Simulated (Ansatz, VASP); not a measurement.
# Two plane-wave programs on ZrH

```
Zr H
1.0
    -1.68663    1.68663    2.56948
     1.68663   -1.68663    2.56948
     1.68663    1.68663   -2.56948
Zr H
1 1
Direct
  0.00000 0.00000 0.00000
  0.75000 0.25000 0.50000
```

The cell comes from a database or a generator and needn't be the stable form of this composition.

Alike in both runs: task single point; functional LDA; k mesh 12 × 12 × 12; no spin polarisation.

```csv
,VASP,Ansatz
version,VASP 6.6.1,Ansatz 0.2.0
potentials or method,"VASP PAW LDA potentials, release 64 (Zr_sv, H)","plane waves, PAW"
plane-wave cutoff (eV),520,450
occupations,"methfessel-paxton of order 1, width 0.15 eV","cold, width 0.15 eV"
valence electrons in the cell,13,13
```

Ansatz gave:

| Quantity | Value |
| --- | --- |
| pressure (GPa) | -13.4 |
| largest component of the traceless stress (GPa) | 0.52 |

Problem. Which values does VASP return?

Solution. Pressure (GPa): -13.3; largest component of the traceless stress (GPa): 0.52.
